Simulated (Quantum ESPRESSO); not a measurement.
# KTaO3 (Pm-3m) in Quantum ESPRESSO: further runs, part 2 of 2

Quantum ESPRESSO 7.5.

**3. Dielectric tensor, PBE, spin-orbit coupling, no magnetisation**

Contents of pw.in:

```
&CONTROL
  calculation = 'scf'
  prefix = 'pwscf'
  outdir = './tmp'
  pseudo_dir = './pseudo'
  tprnfor = .true.
  tstress = .true.
  disk_io = 'low'
/
&SYSTEM
  ibrav = 0
  nat = 5
  ntyp = 3
  ecutwfc = 84
  nbnd = 56
  occupations = 'smearing'
  smearing = 'fd'
  degauss = 0.00367493
  noncolin = .true.
  lspinorb = .true.
/
&ELECTRONS
  conv_thr = 1d-09
  electron_maxstep = 120
  mixing_beta = 0.5
/
ATOMIC_SPECIES
Ta   180.9479 Ta.upf
K     39.0983 K.upf
O     15.9990 O.upf
CELL_PARAMETERS angstrom
   3.9883000000    0.0000000000    0.0000000000
   0.0000000000    3.9883000000    0.0000000000
   0.0000000000    0.0000000000    3.9883000000
ATOMIC_POSITIONS crystal
Ta     0.0000000000    0.0000000000    0.0000000000
K      0.5000000000    0.5000000000    0.5000000000
O      0.0000000000    0.0000000000    0.5000000000
O      0.0000000000    0.5000000000    0.0000000000
O      0.5000000000    0.0000000000    0.0000000000
K_POINTS automatic
6 6 6 1 1 1
```

Contents of scf2.in:

```
&CONTROL
  calculation = 'scf'
  prefix = 'pwscf'
  outdir = './tmp'
  pseudo_dir = './pseudo'
  tprnfor = .true.
  tstress = .true.
  disk_io = 'low'
/
&SYSTEM
  ibrav = 0
  nat = 5
  ntyp = 3
  ecutwfc = 84
  nbnd = 56
  occupations = 'fixed'
  noncolin = .true.
  lspinorb = .true.
/
&ELECTRONS
  conv_thr = 1d-13
  electron_maxstep = 120
  mixing_beta = 0.5
  startingpot = 'file'
  startingwfc = 'file'
/
ATOMIC_SPECIES
Ta   180.9479 Ta.upf
K     39.0983 K.upf
O     15.9990 O.upf
CELL_PARAMETERS angstrom
   3.9883000000    0.0000000000    0.0000000000
   0.0000000000    3.9883000000    0.0000000000
   0.0000000000    0.0000000000    3.9883000000
ATOMIC_POSITIONS crystal
Ta     0.0000000000    0.0000000000    0.0000000000
K      0.5000000000    0.5000000000    0.5000000000
O      0.0000000000    0.0000000000    0.5000000000
O      0.0000000000    0.5000000000    0.0000000000
O      0.5000000000    0.0000000000    0.0000000000
K_POINTS automatic
6 6 6 1 1 1
```

Contents of ph.in:

```
dielectric of KTaO3
&INPUTPH
  prefix = 'pwscf'
  outdir = './tmp'
  tr2_ph = 1d-18
  fildyn = 'dyn'
  niter_ph = 90
  alpha_mix(1) = 0.7
  epsil = .true.
  trans = .false.
  zeu = .true.
/
0.0000000000 0.0000000000 0.0000000000
```

Potentials or basis: PseudoDojo 0.4 FR PBE standard.

Run with:

```console
$ OMP_NUM_THREADS=1 mpirun -n 4 pw.x -nk 4 -in pw.in > pw.out
$ OMP_NUM_THREADS=1 mpirun -n 4 pw.x -nk 4 -in scf2.in > scf2.out
$ OMP_NUM_THREADS=1 mpirun -n 4 ph.x -nk 4 -in ph.in > ph.out
```

pw.out:

```text
This program is part of the open-source Quantum ESPRESSO suite
     for quantum simulation of materials; please cite
         "P. Giannozzi et al., J. Phys.:Condens. Matter 21 395502 (2009);
         "P. Giannozzi et al., J. Phys.:Condens. Matter 29 465901 (2017);
         "P. Giannozzi et al., J. Chem. Phys. 152 154105 (2020);
     in publications or presentations arising from this work. More details at

     Message from routine setup:
     using ibrav=0 with symmetry is DISCOURAGED, use correct ibrav instead

     K-points division:     npool     =       4
     Subspace diagonalization in iterative solution of the eigenvalue problem:
     a serial algorithm will be used

     G-vector sticks info
     --------------------
     sticks:   dense  smooth     PW     G-vecs:    dense   smooth      PW
     Sum        1513    1513    437                44395    44395    6763

     Using Slab Decomposition
[... 297 lines left out ...]
     5.0109   5.0109   8.6119   8.6119   8.6310   8.6310   8.6917   8.6917
    14.8241  14.8241  14.8880  14.8880  15.3220  15.3220  17.8882  17.8882
    18.0472  18.0472  18.0823  18.0823  19.9464  19.9464  21.1317  21.1318

     the Fermi energy is     9.9680 ev

!    total energy              =    -290.29521620 Ry
     estimated scf accuracy    <          6.1E-11 Ry
     smearing contrib. (-TS)   =      -0.00000000 Ry
     internal energy E=F+TS    =    -290.29521620 Ry

     The total energy is F=E-TS. E is the sum of the following terms:
     one-electron contribution =     -72.15600850 Ry
     hartree contribution      =      56.97944733 Ry
     xc contribution           =     -67.75418220 Ry
     ewald contribution        =    -207.36447283 Ry

     convergence has been achieved in  12 iterations

     Forces acting on atoms (cartesian axes, Ry/au):

     atom    1 type  1   force =     0.00000000    0.00000000    0.00000000
     atom    2 type  2   force =     0.00000000    0.00000000    0.00000000
     atom    3 type  3   force =     0.00000000    0.00000000    0.00000000
     atom    4 type  3   force =     0.00000000    0.00000000    0.00000000
     atom    5 type  3   force =     0.00000000    0.00000000    0.00000000

     Total force =     0.000000     Total SCF correction =     0.000000

     Computing stress (Cartesian axis) and pressure

          total   stress  (Ry/bohr**3)                   (kbar)     P=       43.67
   0.00029684   0.00000000   0.00000000           43.67        0.00        0.00
   0.00000000   0.00029684   0.00000000            0.00       43.67        0.00
   0.00000000   0.00000000   0.00029684            0.00        0.00       43.67

=------------------------------------------------------------------------------=
   JOB DONE.
=------------------------------------------------------------------------------=
```

scf2.out:

```text
This program is part of the open-source Quantum ESPRESSO suite
     for quantum simulation of materials; please cite
         "P. Giannozzi et al., J. Phys.:Condens. Matter 21 395502 (2009);
         "P. Giannozzi et al., J. Phys.:Condens. Matter 29 465901 (2017);
         "P. Giannozzi et al., J. Chem. Phys. 152 154105 (2020);
[... 285 lines left out ...]
   0.00000000   0.00029681   0.00000000            0.00       43.66        0.00
   0.00000000   0.00000000   0.00029681            0.00        0.00       43.66

=------------------------------------------------------------------------------=
   JOB DONE.
=------------------------------------------------------------------------------=
```

ph.out:

```text
This program is part of the open-source Quantum ESPRESSO suite
     for quantum simulation of materials; please cite
         "P. Giannozzi et al., J. Phys.:Condens. Matter 21 395502 (2009);
         "P. Giannozzi et al., J. Phys.:Condens. Matter 29 465901 (2017);
         "P. Giannozzi et al., J. Chem. Phys. 152 154105 (2020);
     in publications or presentations arising from this work. More details at

     K-points division:     npool     =       4
[... 239 lines left out ...]
      E*z (        0.00000        0.00000       -1.65946 )

     INITIALIZATION:

     DIELECTRIC CONSTANT AND EFFECTIVE CHARGES:

      Additional routines

=------------------------------------------------------------------------------=
   JOB DONE.
=------------------------------------------------------------------------------=
```

It took 8.6 min on 4 MPI ranks of Arm Neoverse V2, shared host; peak memory 0.88 GiB.

What came out:

| Quantity | Value |
| --- | --- |
| Free energy | -3949.6676 eV |
| Pressure | 4.4 GPa |
| Electronic dielectric tensor (diagonal) | 5.26 |
| Born charges (mean of the diagonal) | Ta +8.61; K +1.15; O -3.25 e |

Levels at points of the mesh, in eV from the valence-band top:
```tsv
k point	band 38	band 39	band 40	band 41	band 42	band 43
(0.08, 0.08, 0.08)	-0.76	-0.72	-0.72	2.59	2.59	2.65
```

Electronic dielectric tensor:
```
5.26 0.00 0.00
0.00 5.26 0.00
0.00 0.00 5.26
```

Born effective charge tensors (e):
atom 1, Ta
```
8.61 0.00 0.00
0.00 8.61 0.00
0.00 0.00 8.61
```
atom 2, K
```
1.15 0.00 0.00
0.00 1.15 0.00
0.00 0.00 1.15
```
atom 3, O
```
-1.65  0.00  0.00
 0.00 -1.65  0.00
 0.00  0.00 -6.43
```
atom 4, O
```
-1.65  0.00  0.00
 0.00 -6.43  0.00
 0.00  0.00 -1.65
```
atom 5, O
```
-6.43  0.00  0.00
 0.00 -1.65  0.00
 0.00  0.00 -1.65
```

Caveat: the cell is more than 3 GPa from zero pressure, which shifts response properties.

**4. Dielectric tensor, PBE**

Edit pw.in of step 3 so:

```diff
@@ -14,3 +14,3 @@
   ecutwfc = 84
-  nbnd = 56
+  nbnd = 28
   occupations = 'smearing'
@@ -18,4 +18,2 @@
   degauss = 0.00367493
-  noncolin = .true.
-  lspinorb = .true.
 /
```

Edit scf2.in of step 3 so:

```diff
@@ -14,6 +14,4 @@
   ecutwfc = 84
-  nbnd = 56
+  nbnd = 28
   occupations = 'fixed'
-  noncolin = .true.
-  lspinorb = .true.
 /
```

ph.in is that of step 3.

Potentials or basis: PseudoDojo 0.4.1 SR PBE standard.

Run with:

```console
$ OMP_NUM_THREADS=1 mpirun -n 4 pw.x -nk 4 -in pw.in > pw.out
$ OMP_NUM_THREADS=1 mpirun -n 4 pw.x -nk 4 -in scf2.in > scf2.out
$ OMP_NUM_THREADS=1 mpirun -n 4 ph.x -nk 4 -in ph.in > ph.out
```

pw.out:

```text
This program is part of the open-source Quantum ESPRESSO suite
     for quantum simulation of materials; please cite
         "P. Giannozzi et al., J. Phys.:Condens. Matter 21 395502 (2009);
         "P. Giannozzi et al., J. Phys.:Condens. Matter 29 465901 (2017);
         "P. Giannozzi et al., J. Chem. Phys. 152 154105 (2020);
     in publications or presentations arising from this work. More details at

     Message from routine setup:
     using ibrav=0 with symmetry is DISCOURAGED, use correct ibrav instead

     K-points division:     npool     =       4
     Subspace diagonalization in iterative solution of the eigenvalue problem:
     a serial algorithm will be used

     G-vector sticks info
     --------------------
     sticks:   dense  smooth     PW     G-vecs:    dense   smooth      PW
     Sum        1513    1513    437                44395    44395    6763

     Using Slab Decomposition

     bravais-lattice index     =            0
     lattice parameter (alat)  =       7.5368  a.u.
     unit-cell volume          =     428.1146 (a.u.)^3
     number of atoms/cell      =            5
     number of atomic types    =            3
     number of electrons       =        40.00
     number of Kohn-Sham states=           28
     kinetic-energy cutoff     =      84.0000  Ry
     charge density cutoff     =     336.0000  Ry
     scf convergence threshold =      1.0E-09
     mixing beta               =       0.5000
     number of iterations used =            8  plain     mixing
     Exchange-correlation= PBE
                           (   1   4   3   4   0   0   0)

     celldm(1)=   7.536795  celldm(2)=   0.000000  celldm(3)=   0.000000
     celldm(4)=   0.000000  celldm(5)=   0.000000  celldm(6)=   0.000000

     crystal axes: (cart. coord. in units of alat)
               a(1) = (   1.000000   0.000000   0.000000 )
               a(2) = (   0.000000   1.000000   0.000000 )
               a(3) = (   0.000000   0.000000   1.000000 )

     reciprocal axes: (cart. coord. in units 2 pi/alat)
               b(1) = (  1.000000  0.000000  0.000000 )
               b(2) = (  0.000000  1.000000  0.000000 )
               b(3) = (  0.000000  0.000000  1.000000 )

     PseudoPot. # 1 for Ta read from file:
     Ta.upf
[... 39 lines left out ...]

     48 Sym. Ops., with inversion, found

   Cartesian axes

     site n.     atom                  positions (alat units)
         1        Ta     tau(   1) = (   0.0000000   0.0000000   0.0000000  )
         2        K      tau(   2) = (   0.5000000   0.5000000   0.5000000  )
         3        O      tau(   3) = (   0.0000000   0.0000000   0.5000000  )
         4        O      tau(   4) = (   0.0000000   0.5000000   0.0000000  )
         5        O      tau(   5) = (   0.5000000   0.0000000   0.0000000  )

     number of k points=    10  Fermi-Dirac smearing, width (Ry)=  0.0037
                       cart. coord. in units 2pi/alat
        k(    1) = (   0.0833333   0.0833333   0.0833333), wk =   0.0740741
        k(    2) = (   0.0833333   0.0833333   0.2500000), wk =   0.2222222
        k(    3) = (   0.0833333   0.0833333   0.4166667), wk =   0.2222222
        k(    4) = (   0.0833333   0.2500000   0.2500000), wk =   0.2222222
        k(    5) = (   0.0833333   0.2500000   0.4166667), wk =   0.4444444
        k(    6) = (   0.0833333   0.4166667   0.4166667), wk =   0.2222222
        k(    7) = (   0.2500000   0.2500000   0.2500000), wk =   0.0740741
        k(    8) = (   0.2500000   0.2500000   0.4166667), wk =   0.2222222
        k(    9) = (   0.2500000   0.4166667   0.4166667), wk =   0.2222222
        k(   10) = (   0.4166667   0.4166667   0.4166667), wk =   0.0740741

     Dense  grid:    44395 G-vectors     FFT dimensions: (  45,  45,  45)

     Initial potential from superposition of free atoms

     starting charge      39.9798, renormalised to      40.0000
     Starting wfcs are   27 randomized atomic wfcs +    1 random wfcs

     Self-consistent Calculation

     iteration #  1     ecut=    84.00 Ry     beta= 0.50
     Davidson diagonalization with overlap
     ethr =  1.00E-02,  avg # of iterations =  7.3

     total energy              =    -289.43739399 Ry
     estimated scf accuracy    <       1.66823567 Ry
[... 71 lines left out ...]
     iteration # 12     ecut=    84.00 Ry     beta= 0.50
     Davidson diagonalization with overlap
     ethr =  1.18E-11,  avg # of iterations =  2.4

     End of self-consistent calculation

          k = 0.0833 0.0833 0.0833 (  5566 PWs)   bands (ev):

   -58.7832 -25.2808 -25.2805 -25.2805 -18.5221  -8.6226  -7.9472  -7.9472
    -2.0749  -2.0749  -2.0358   6.1037   6.2216   6.2216   7.3454   7.3454
     7.6621   7.7825   7.9409   7.9409  11.3896  11.4603  11.4603  15.8438
    16.0386  16.0386  17.1469  17.1469
[... 59 lines left out ...]
   -58.7818 -25.3512 -25.3511 -25.3511 -18.4735  -7.2202  -7.1408  -7.1408
    -2.2961  -2.2961  -2.2402   3.5105   3.6047   3.6047   4.8774   4.9880
     4.9880   8.6225   8.6225   8.6912  14.9454  15.0182  15.0182  18.0022
    18.0022  18.0397  19.9465  21.0884

     the Fermi energy is    10.2158 ev

!    total energy              =    -290.04552754 Ry
     estimated scf accuracy    <          4.6E-11 Ry
     smearing contrib. (-TS)   =      -0.00000000 Ry
     internal energy E=F+TS    =    -290.04552754 Ry

     The total energy is F=E-TS. E is the sum of the following terms:
     one-electron contribution =     -71.95751683 Ry
     hartree contribution      =      56.94647416 Ry
     xc contribution           =     -67.67001204 Ry
     ewald contribution        =    -207.36447283 Ry

     convergence has been achieved in  12 iterations

     Forces acting on atoms (cartesian axes, Ry/au):

     atom    1 type  1   force =     0.00000000    0.00000000    0.00000000
     atom    2 type  2   force =     0.00000000    0.00000000    0.00000000
     atom    3 type  3   force =     0.00000000    0.00000000    0.00000000
     atom    4 type  3   force =     0.00000000    0.00000000    0.00000000
     atom    5 type  3   force =     0.00000000    0.00000000    0.00000000

     Total force =     0.000000     Total SCF correction =     0.000000

     Computing stress (Cartesian axis) and pressure

          total   stress  (Ry/bohr**3)                   (kbar)     P=       43.30
   0.00029436   0.00000000   0.00000000           43.30        0.00        0.00
   0.00000000   0.00029436   0.00000000            0.00       43.30        0.00
   0.00000000   0.00000000   0.00029436            0.00        0.00       43.30

=------------------------------------------------------------------------------=
   JOB DONE.
=------------------------------------------------------------------------------=
```

scf2.out:

```text
This program is part of the open-source Quantum ESPRESSO suite
     for quantum simulation of materials; please cite
         "P. Giannozzi et al., J. Phys.:Condens. Matter 21 395502 (2009);
         "P. Giannozzi et al., J. Phys.:Condens. Matter 29 465901 (2017);
         "P. Giannozzi et al., J. Chem. Phys. 152 154105 (2020);
[... 241 lines left out ...]
   0.00000000   0.00029430   0.00000000            0.00       43.29        0.00
   0.00000000   0.00000000   0.00029430            0.00        0.00       43.29

=------------------------------------------------------------------------------=
   JOB DONE.
=------------------------------------------------------------------------------=
```

Run time: 1.7 min. Hardware: 4 MPI ranks of Arm Neoverse V2, shared host; peak memory 0.52 GiB.

Results:

- Free energy: -3946.2704 eV
- Pressure: 4.3 GPa
- Electronic dielectric tensor (diagonal): 5.26
- Born charges (mean of the diagonal): Ta +8.62; K +1.15; O -3.25 e

Electronic dielectric tensor:
```
5.26 0.00 0.00
0.00 5.26 0.00
0.00 0.00 5.26
```

Born effective charge tensors (e):
atom 1, Ta
```
8.62 0.00 0.00
0.00 8.62 0.00
0.00 0.00 8.62
```
atom 2, K
```
1.15 0.00 0.00
0.00 1.15 0.00
0.00 0.00 1.15
```
atom 3, O
```
-1.65  0.00  0.00
 0.00 -1.65  0.00
 0.00  0.00 -6.44
```
atom 4, O
```
-1.65  0.00  0.00
 0.00 -6.44  0.00
 0.00  0.00 -1.65
```
atom 5, O
```
-6.44  0.00  0.00
 0.00 -1.65  0.00
 0.00  0.00 -1.65
```

Caveat: the cell is more than 3 GPa from zero pressure, which shifts response properties.

**5. Overview**

| task | level | potentials or basis | spin | U | k mesh | start of the occupations | hubbard projectors | mixing beta | q mesh | pressure (GPa) |
| --- | --- | --- | --- | --- | --- | --- | --- | --- | --- | --- |
| Hubbard U by linear response | PBEsol+U | PseudoDojo 0.4.1 SR PBEsol standard | off | Ta d U = 0.0001 eV | 4 × 4 × 4 | default | ortho-atomic | 0.3 | 2 × 2 × 2 | -1.7 |
| dielectric tensor | PBE | PseudoDojo 0.4 FR PBE standard | SOC, no magnetisation | - | 6 × 6 × 6, shifted | - | - | 0.5 | - | 4.4 |
| dielectric tensor | PBE | PseudoDojo 0.4.1 SR PBE standard | off | - | 6 × 6 × 6, shifted | - | - | 0.5 | - | 4.3 |

Alike in all rows: cell as given; cutoff (eV) 1143; smearing fermi-dirac 0.05 eV.

Caveats: the cell is more than 3 GPa from zero pressure, which shifts response properties (some runs); spin-orbit coupling is left out, which moves the levels of the heavy elements (some runs).

Absolute energies hang on the potentials; compare differences alone.
